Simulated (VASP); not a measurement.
## 2H-MoS2 monolayer under biaxial strain

How do the gap and the band positions of 2H-MoS2 monolayer follow biaxial strain?

Method: PBE with D3(BJ), no spin polarisation; plane waves and PAW (Mo, S), in the first sound run; inputs show where later runs differ, in VASP 6.6.1.

**1. The structure**

The cell holds 3 atoms: 1 Mo and 2 S. Its edges and angles: a = 3.180 Å, b = 3.180 Å, c = 22.000 Å, α = 90.0°, β = 90.0°, γ = 120.0°. Vacuum lies along c.

**2. Relaxing the monolayer**

The sheet's cell relaxes in its plane with the atoms, while the vacuum is kept.

Input file INCAR:

```
SYSTEM = MoS2
PREC = Normal
ENCUT = 350
EDIFF = 1E-06
NELM = 120
ISMEAR = 0
SIGMA = 0.03
LREAL = .FALSE.
ALGO = Normal
GGA = PE
IVDW = 12
NBANDS = 15
LASPH = .TRUE.
LORBIT = 11
LWAVE = .FALSE.
LCHARG = .FALSE.
KPAR = 4
IBRION = 2
NSW = 50
ISIF = 3
EDIFFG = -0.015
POTIM = 0.4
IDIPOL = 3
LDIPOL = .TRUE.
DIPOL = 0.5 0.5 0.5
LATTICE_CONSTRAINTS = .TRUE. .TRUE. .FALSE.
```

Input file POSCAR:

```
MoS2
1.0
    3.1800000000      0.0000000000      0.0000000000
   -1.5900000000      2.7539607840      0.0000000000
    0.0000000000      0.0000000000     22.0000000000
Mo S
1 2
Direct
    0.3333333333      0.6666666667      0.5000000000
    0.6666666667      0.3333333333      0.4288636364
    0.6666666667      0.3333333333      0.5711363636
```

Input file KPOINTS:

```
Automatic mesh
0
Gamma
12 12 1
0 0 0
```

PAW data sets: Mo and S (PBE family, release 64).

Started as:

```bash
$ mpirun -np 4 vasp_std
```

What it wrote:

```text
[banner, memory and clock lines left out]
running    4 mpi-ranks, on    1 nodes
 distrk:  each k-point on    1 cores,    4 groups
 distr:  one band on    1 cores,    1 groups

 POSCAR found type information on POSCAR MoS
 POSCAR found :  2 types and       3 ions
 LDA part: xc-table for (Slater+PW92), standard interpolation
 POSCAR, INCAR and KPOINTS ok, starting setup
 FFT: planning ... GRIDC
 FFT: planning ... GRID_SOFT
 FFT: planning ... GRID
 WAVECAR not read
 entering main loop
       N       E                     dE             d eps       ncg     rms          rms(c)
DAV:   1     0.109352849558E+03    0.10935E+03   -0.51374E+03   570   0.647E+02
DAV:   2    -0.117670440503E+02   -0.12112E+03   -0.11364E+03   915   0.160E+02
DAV:   3    -0.231596302793E+02   -0.11393E+02   -0.11248E+02   801   0.597E+01
DAV:   4    -0.233806307312E+02   -0.22100E+00   -0.22027E+00   691   0.988E+00
DAV:   5    -0.233860761496E+02   -0.54454E-02   -0.54448E-02   817   0.149E+00    0.250E+01
DAV:   6    -0.222182082418E+02    0.11679E+01   -0.50067E+00   682   0.168E+01    0.888E+00
DAV:   7    -0.220459252941E+02    0.17228E+00   -0.26711E+00   739   0.144E+01    0.726E+00
DAV:   8    -0.218002275724E+02    0.24570E+00   -0.37813E-01   710   0.550E+00    0.141E+00
DAV:   9    -0.218014160970E+02   -0.11885E-02   -0.60362E-02   780   0.169E+00    0.611E-01
DAV:  10    -0.217974219653E+02    0.39941E-02   -0.99170E-03   773   0.833E-01    0.103E-01
DAV:  11    -0.217970219359E+02    0.40003E-03   -0.95643E-04   766   0.270E-01    0.775E-02
DAV:  12    -0.217969067794E+02    0.11516E-03   -0.16348E-04   766   0.886E-02    0.483E-02
DAV:  13    -0.217968442183E+02    0.62561E-04   -0.55695E-04   752   0.129E-01    0.102E-01
DAV:  14    -0.217969872127E+02   -0.14299E-03   -0.90784E-05   654   0.810E-02    0.245E-02
DAV:  15    -0.217971644807E+02   -0.17727E-03   -0.21648E-05   682   0.288E-02    0.116E-02
DAV:  16    -0.217973022262E+02   -0.13775E-03   -0.11595E-05   682   0.172E-02    0.712E-03
DAV:  17    -0.217973504555E+02   -0.48229E-04   -0.15989E-06   670   0.710E-03    0.592E-03
DAV:  18    -0.217974003072E+02   -0.49852E-04   -0.14591E-06   637   0.536E-03    0.448E-03
DAV:  19    -0.217974102902E+02   -0.99830E-05   -0.26101E-07   635   0.361E-03    0.651E-04
DAV:  20    -0.217974190437E+02   -0.87535E-05   -0.40103E-07   554   0.310E-03    0.230E-03
DAV:  21    -0.217974196555E+02   -0.61181E-06   -0.64772E-08   593   0.178E-03
   1 F= -.22739754E+02 E0= -.22739754E+02  d E =-.227398E+02
 curvature:   0.00 expect dE= 0.000E+00 dE for cont linesearch  0.000E+00
 trial: gam= 0.00000 g(F)=  0.878E-03 g(S)=  0.240E-01 ort = 0.000E+00 (trialstep = 0.100E+01)
 search vector abs. value=  0.249E-01
 bond charge predicted
       N       E                     dE             d eps       ncg     rms          rms(c)
DAV:   1    -0.218081301392E+02   -0.10711E-01   -0.12651E+00   570   0.706E+00    0.199E+00
DAV:   2    -0.217850766439E+02    0.23053E-01   -0.55431E-02   731   0.179E+00    0.138E+00
DAV:   3    -0.217787153841E+02    0.63613E-02   -0.31004E-02   710   0.138E+00    0.334E-01
DAV:   4    -0.217762182594E+02    0.24971E-02   -0.73016E-03   682   0.723E-01    0.202E-01
DAV:   5    -0.217763254896E+02   -0.10723E-03   -0.87148E-04   696   0.188E-01    0.177E-01
DAV:   6    -0.217762812977E+02    0.44192E-04   -0.61742E-05   781   0.660E-02    0.107E-01
DAV:   7    -0.217762715713E+02    0.97264E-05   -0.74632E-05   752   0.581E-02    0.400E-02
DAV:   8    -0.217762701928E+02    0.13785E-05   -0.25549E-06   730   0.145E-02    0.286E-02
DAV:   9    -0.217762695123E+02    0.68050E-06   -0.25251E-06   709   0.886E-03
   2 F= -.22744336E+02 E0= -.22744336E+02  d E =-.458234E-02
[...]
3 F= -.22747502E+02 E0= -.22747502E+02  d E =-.774826E-02
[...]
4 F= -.22747501E+02 E0= -.22747501E+02  d E =-.774676E-02
[...]
5 F= -.22748090E+02 E0= -.22748090E+02  d E =-.589129E-03
 trial-energy change:   -0.000589  1 .order   -0.000588   -0.000774   -0.000402
 step:   1.9168(harm=  1.9168)  dis= 0.00728  next Energy=   -22.748306 (dE=-0.806E-03)
 bond charge predicted
       N       E                     dE             d eps       ncg     rms          rms(c)
DAV:   1    -0.217889075941E+02    0.64384E-03   -0.33405E-02   584   0.103E+00    0.136E-01
DAV:   2    -0.217888929152E+02    0.14679E-04   -0.16933E-03   710   0.272E-01    0.744E-02
DAV:   3    -0.217888656013E+02    0.27314E-04   -0.48096E-05   703   0.485E-02    0.574E-02
DAV:   4    -0.217888493155E+02    0.16286E-04   -0.32525E-05   696   0.297E-02    0.176E-02
DAV:   5    -0.217888485473E+02    0.76819E-06   -0.10216E-05   745   0.261E-02    0.171E-02
DAV:   6    -0.217888476886E+02    0.85867E-06   -0.22367E-06   665   0.127E-02
   6 F= -.22748292E+02 E0= -.22748292E+02  d E =-.790981E-03
 curvature:  -0.98 expect dE=-0.115E-04 dE for cont linesearch -0.655E-06
 trial: gam= 0.05656 g(F)=  0.385E-05 g(S)=  0.783E-05 ort =-0.240E-04 (trialstep = 0.112E+01)
 search vector abs. value=  0.117E-04
 reached required accuracy - stopping structural energy minimisation
```

Elapsed: 30 s, on 4 MPI ranks of AMD EPYC 7R43, shared host; peak memory 0.71 GiB.

Lines that name or quote the potential files are left out of all logs, and their timing lines are given in words.

OUTCAR, selected parts (step 2):

```text
ion  position               nearest neighbor table
   1  0.333  0.667  0.500-   2 2.41   3 2.41   2 2.41   3 2.41   2 2.41   3 2.41
   2  0.667  0.333  0.429-   1 2.41   1 2.41   1 2.41
   3  0.667  0.333  0.571-   1 2.41   1 2.41   1 2.41

  LATTYP: Found a hexagonal cell.
 ALAT       =     3.1800000000
 C/A-ratio  =     6.9182389937

 Subroutine GETGRP returns: Found 12 space group operations
 (whereof 12 operations were pure point group operations)

The static configuration has the point symmetry D_3h.

 Found     19 irreducible k-points:

   k-points           NKPTS =     19   k-points in BZ     NKDIM =     19   number of bands    NBANDS=     15

   dimension x,y,z NGX =    16 NGY =   16 NGZ =  108
   dimension x,y,z NGXF=    32 NGYF=   32 NGZF=  216

   ENCUT  =  350.0 eV  25.72 Ry    5.07 a.u.   4.85  4.85 33.56*2*pi/ulx,y,z

   NELECT =      18.0000    total number of electrons

 k-points in reciprocal lattice and weights: Automatic mesh
   0.00000000  0.00000000  0.00000000       0.007
   0.08333333  0.00000000  0.00000000       0.042
   0.16666667 -0.00000000  0.00000000       0.042
   0.25000000 -0.00000000  0.00000000       0.042
   0.33333333  0.00000000  0.00000000       0.042
   0.41666667 -0.00000000  0.00000000       0.042
   0.50000000 -0.00000000  0.00000000       0.021
   0.08333333  0.08333333  0.00000000       0.042
   0.16666667  0.08333333  0.00000000       0.083
[...]
0.33333333  0.25000000  0.00000000       0.083
   0.33333333  0.33333333  0.00000000       0.014

 Edisp (eV)   -0.95854

 dipolmoment           0.000000      0.000000      0.000000 electrons x Angstroem

 average (electrostatic) potential at core
       1 -46.1576       2 -94.0701       3 -94.0701

 E-fermi :  -2.6396

 k-point     1 :       0.0000    0.0000    0.0000
  band No.  band energies     occupation
    ...
      5      -5.3376      2.00000
      6      -4.6252      2.00000
      7      -4.2013      2.00000
      8      -4.2013      2.00000
      9      -2.8962      2.00000
     10       0.0933      0.00000
     11       0.0933      0.00000
     12       0.3041      0.00000
     13       0.3041      0.00000
     14       2.6040      0.00000
    ...

 k-point     2 :       0.0833    0.0000    0.0000
  band No.  band energies     occupation
    ...
      5      -5.2252      2.00000
      6      -5.0665      2.00000
      7      -4.3705      2.00000
      8      -3.9261      2.00000
      9      -2.9380      2.00000
     10      -0.0530      0.00000
     11       0.0050      0.00000
     12       0.1854      0.00000
     13       0.2705      0.00000
     14       2.7779      0.00000
    ...

 k-point     3 :       0.1667   -0.0000    0.0000
  band No.  band energies     occupation
    ...
      5      -5.7140      2.00000
      6      -4.9120      2.00000
      7      -4.7693      2.00000
      8      -3.8640      2.00000
      9      -3.1459      2.00000
     10      -0.4721      0.00000
     11      -0.1254      0.00000
     12      -0.0904      0.00000
     13       0.6717      0.00000
     14       3.1993      0.00000
    ...

 Edisp (eV)   -0.95944

  Total      -0.01744    -0.01744    -0.08147     0.00000    -0.00000     0.00000
  in kB      -0.14774    -0.14774    -0.68998     0.00000    -0.00000     0.00000
  external pressure =       -0.33 kB  Pullay stress =        0.00 kB

  energy-cutoff  :      350.00
  volume of cell :      189.18
      direct lattice vectors                 reciprocal lattice vectors
     3.151067998 -0.000000000  0.000000000     0.317352720  0.183223678  0.000000000
    -1.575533999  2.728904935  0.000000000     0.000000000  0.366447357  0.000000000
     0.000000000  0.000000000 22.000000000     0.000000000  0.000000000  0.045454545

 POSITION                                       TOTAL-FORCE (eV/Angst)
 -----------------------------------------------------------------------------------
     -0.00000      1.81927     11.00000        -0.000000     -0.000000     -0.000000
      1.57553      0.90963      9.43020         0.000000      0.000000      0.007066
      1.57553      0.90963     12.56980        -0.000000      0.000000     -0.007066
 -----------------------------------------------------------------------------------
    total drift:                               -0.000002      0.000001      0.000000

  FREE ENERGIE OF THE ION-ELECTRON SYSTEM (eV)
  ---------------------------------------------------
  free  energy   TOTEN  =       -22.7482915216 eV

  energy  without entropy=      -22.7482915216  energy(sigma->0) =      -22.74829152

 reached required accuracy - stopping structural energy minimisation

 vacuum level on the upper side and lower side of the slab         3.036         3.036

 total charge
# of ion       s       p       d       tot
------------------------------------------
    1        0.423   0.616   4.432   5.470
    2        1.365   2.336   0.000   3.700
    3        1.365   2.336   0.000   3.700
--------------------------------------------------
tot          3.152   5.287   4.432  12.871

[... 3 further parts left out ...]
```

CONTCAR:

```
MoS2
   1.00000000000000
     3.1510679981946255   -0.0000000000000000    0.0000000000000000
    -1.5755339990973127    2.7289049354551485    0.0000000000000000
     0.0000000000000000    0.0000000000000000   22.0000000000000000
  Mo              S
     1     2
Direct
     0.3333333332999970    0.6666666667000030    0.5000000000000000
     0.6666666667000030    0.3333333332999970    0.4286452981506773
     0.6666666667000030    0.3333333332999970    0.5713547018493227
```

This run has no spin polarisation, although Mo can carry a moment. The gap is read on the k-mesh alone, so it is an upper bound where the band edges lie off the mesh. The data set Mo keeps the semicore shell frozen, which is cheaper and a little less accurate. The run keeps the 12 symmetry operations of its start, so it cannot find a distortion of lower symmetry.

Step by step:

| step | energy less that of the first step (eV) | largest force (eV/Å) | pressure (GPa) | volume (Å³) |
| --- | --- | --- | --- | --- |
| 1 | 0.0000 | 0.1067 | -0.65 | 192.67 |
| 2 | -0.0046 | 0.2446 | 0.52 | 187.91 |
| 3 | -0.0077 | 0.1050 | 0.06 | 189.74 |
| 4 | -0.0077 | 0.1009 | 0.04 | 189.80 |
| 5 | -0.0083 | 0.0484 | 0.00 | 189.50 |
| 6 | -0.0085 | 0.0071 | -0.03 | 189.18 |

| cell as run | before | after | change |
| --- | --- | --- | --- |
| a (Å) | 3.180 | 3.151 | -0.9 % |
| b (Å) | 3.180 | 3.151 | -0.9 % |

The relaxed structure:

```xyz
3
Lattice="3.1511 0.0000 0.0000 -1.5755 2.7289 0.0000 0.0000 0.0000 22.0000" Properties=species:S:1:pos:R:3
Mo    0.0000    1.8193   11.0000
S     1.5755    0.9096    9.4302
S     1.5755    0.9096   12.5698
```

Numbers from this step:

| Item | Value |
| --- | --- |
| electronic cycles | 52 |
| electrons | 18 |
| free energy (TOTEN) | -22.75 eV |
| Fermi energy | -2.640 eV |
| metallic | no |
| dipole moment | 0, 0, 0 e·Å |
| gap on the k-mesh | 1.785 eV |
| least direct gap on the k-mesh | 1.785 eV |

The run ended after 6 ionic steps, 0.009 eV below its first step, once forces and stress met EDIFFG = -0.015.

**3. A second relaxation**

The plane waves were chosen for the start cell, so the relaxation is repeated from its end.

INCAR, as its differences from that of step 2:

```diff
@@ -18,3 +18,3 @@
 IBRION = 2
-NSW = 50
+NSW = 30
 ISIF = 3
```

Input file POSCAR:

```
MoS2
1.0
    3.1510679982      0.0000000000      0.0000000000
   -1.5755339991      2.7289049355      0.0000000000
    0.0000000000      0.0000000000     22.0000000000
Mo S
1 2
Direct
    0.3333333333      0.6666666667      0.5000000000
    0.6666666667      0.3333333333      0.4286452982
    0.6666666667      0.3333333333      0.5713547018
```

KPOINTS is that of step 2.

Started as:

```bash
$ mpirun -np 4 vasp_std
```

What it wrote:

```text
[... set-up lines as in an earlier step ...]
 entering main loop
       N       E                     dE             d eps       ncg     rms          rms(c)
DAV:   1     0.115342441030E+03    0.11534E+03   -0.52445E+03   570   0.651E+02
DAV:   2    -0.113580533277E+02   -0.12670E+03   -0.11750E+03   885   0.163E+02
DAV:   3    -0.231010025950E+02   -0.11743E+02   -0.11612E+02   794   0.610E+01
DAV:   4    -0.233245797177E+02   -0.22358E+00   -0.22314E+00   692   0.101E+01
DAV:   5    -0.233305033449E+02   -0.59236E-02   -0.59215E-02   795   0.155E+00    0.257E+01
DAV:   6    -0.221909546994E+02    0.11395E+01   -0.47089E+00   668   0.164E+01    0.908E+00
DAV:   7    -0.220351186937E+02    0.15584E+00   -0.26207E+00   725   0.141E+01    0.742E+00
DAV:   8    -0.217907398573E+02    0.24438E+00   -0.37712E-01   731   0.554E+00    0.147E+00
DAV:   9    -0.217921055518E+02   -0.13657E-02   -0.63028E-02   759   0.173E+00    0.682E-01
DAV:  10    -0.217876487539E+02    0.44568E-02   -0.11463E-02   766   0.893E-01    0.968E-02
DAV:  11    -0.217873111292E+02    0.33762E-03   -0.10325E-03   759   0.284E-01    0.756E-02
DAV:  12    -0.217871934623E+02    0.11767E-03   -0.16105E-04   766   0.883E-02    0.477E-02
DAV:  13    -0.217871101682E+02    0.83294E-04   -0.58504E-04   766   0.128E-01    0.983E-02
DAV:  14    -0.217872662464E+02   -0.15608E-03   -0.87710E-05   640   0.796E-02    0.280E-02
DAV:  15    -0.217874662031E+02   -0.19996E-03   -0.23555E-05   689   0.297E-02    0.143E-02
DAV:  16    -0.217875917240E+02   -0.12552E-03   -0.11376E-05   682   0.186E-02    0.624E-03
DAV:  17    -0.217876538462E+02   -0.62122E-04   -0.16525E-06   656   0.724E-03    0.669E-03
DAV:  18    -0.217877011297E+02   -0.47284E-04   -0.14951E-06   644   0.468E-03    0.464E-03
DAV:  19    -0.217877142140E+02   -0.13084E-04   -0.37510E-07   643   0.391E-03    0.112E-03
DAV:  20    -0.217877215396E+02   -0.73256E-05   -0.28267E-07   558   0.256E-03    0.237E-03
DAV:  21    -0.217877222727E+02   -0.73304E-06   -0.39008E-08   586   0.127E-03
   1 F= -.22747166E+02 E0= -.22747166E+02  d E =-.227472E+02
 curvature:   0.00 expect dE= 0.000E+00 dE for cont linesearch  0.000E+00
 trial: gam= 0.00000 g(F)=  0.315E-05 g(S)=  0.169E-04 ort = 0.000E+00 (trialstep = 0.100E+01)
 search vector abs. value=  0.201E-04
 reached required accuracy - stopping structural energy minimisation
```

Elapsed: 10 s, on 4 MPI ranks; peak memory 0.62 GiB.

Parts of OUTCAR (step 3):

```text
  LATTYP: Found a hexagonal cell.
 ALAT       =     3.1510679982
 C/A-ratio  =     6.9817598391

The static configuration has the point symmetry D_3h.

 Found     19 irreducible k-points:

   dimension x,y,z NGX =    14 NGY =   14 NGZ =  108
   dimension x,y,z NGXF=    28 NGYF=   28 NGZF=  216

   ENCUT  =  350.0 eV  25.72 Ry    5.07 a.u.   4.81  4.81 33.56*2*pi/ulx,y,z

   NELECT =      18.0000    total number of electrons

 E-fermi :  -2.6290

 k-point     1 :       0.0000    0.0000    0.0000
  band No.  band energies     occupation
    ...
      5      -5.3356      2.00000
      6      -4.6235      2.00000
      7      -4.1991      2.00000
      8      -4.1991      2.00000
      9      -2.8944      2.00000
     10       0.0954      0.00000
     11       0.0954      0.00000
     12       0.3061      0.00000
     13       0.3061      0.00000
     14       2.6156      0.00000
    ...

 k-point     2 :       0.0833    0.0000    0.0000
  band No.  band energies     occupation
    ...
      5      -5.2232      2.00000
      6      -5.0647      2.00000
      7      -4.3686      2.00000
      8      -3.9242      2.00000
      9      -2.9362      2.00000
     10      -0.0510      0.00000
     11       0.0069      0.00000
     12       0.1873      0.00000
     13       0.2724      0.00000
     14       2.7892      0.00000
    ...

 Edisp (eV)   -0.95944

  Total      -0.02564    -0.02564    -0.09115     0.00000    -0.00000     0.00000
  in kB      -0.21719    -0.21719    -0.77198     0.00000    -0.00000     0.00000
  external pressure =       -0.40 kB  Pullay stress =        0.00 kB

  energy-cutoff  :      350.00
  volume of cell :      189.18
      direct lattice vectors                 reciprocal lattice vectors
     3.151067998  0.000000000  0.000000000     0.317352720  0.183223678  0.000000000
    -1.575533999  2.728904936  0.000000000     0.000000000  0.366447357  0.000000000
     0.000000000  0.000000000 22.000000000     0.000000000  0.000000000  0.045454545

 POSITION                                       TOTAL-FORCE (eV/Angst)
 -----------------------------------------------------------------------------------
     -0.00000      1.81927     11.00000         0.000000      0.000000      0.000000
      1.57553      0.90963      9.43020         0.000000     -0.000000      0.006389
      1.57553      0.90963     12.56980        -0.000000      0.000000     -0.006389
 -----------------------------------------------------------------------------------
    total drift:                                0.000004     -0.000003      0.000000

  FREE ENERGIE OF THE ION-ELECTRON SYSTEM (eV)
  ---------------------------------------------------
  free  energy   TOTEN  =       -22.7471661059 eV

  energy  without entropy=      -22.7471661059  energy(sigma->0) =      -22.74716611

 vacuum level on the upper side and lower side of the slab         2.997         2.997

 total charge
# of ion       s       p       d       tot
------------------------------------------
    1        0.423   0.616   4.433   5.471
    2        1.365   2.336   0.000   3.701
    3        1.365   2.336   0.000   3.701
--------------------------------------------------
tot          3.152   5.288   4.433  12.872

[... 4 parts as in an earlier step ...]

[... 7 further parts left out ...]
```

CONTCAR:

```
MoS2
   1.00000000000000
     3.1510679981999998    0.0000000000000000    0.0000000000000000
    -1.5755339990999999    2.7289049355000001    0.0000000000000000
     0.0000000000000000    0.0000000000000000   22.0000000000000000
  Mo              S
     1     2
Direct
     0.3333333332999970    0.6666666667000030    0.5000000000000000
     0.6666666667000030    0.3333333332999970    0.4286452982000029
     0.6666666667000030    0.3333333332999970    0.5713547017999971
```

Little changed from the start: no atom moved by 0.005 Å and no cell edge by 0.1 %.

Numbers from this step:

```
electronic cycles : 21
Fermi energy      : -2.629 eV
```

The start already met the threshold, so nothing moved.

(Continued in part 2 of 7.)

[Lines on the potential files, build, host, timing and source positions are cut from VASP's logs without a mark.]

[Logs are printed without paths, hosts, clocks, repeated set-up lines and the standing remarks that a program may print on its own settings, such as how far it seeks lower states.]

[Hosts, paths, dates, database ids (printed as entryN), source tags and the programs' standing remarks are cut or masked in the printed files.]

[Runs that stopped without an error message from VASP are left out.]
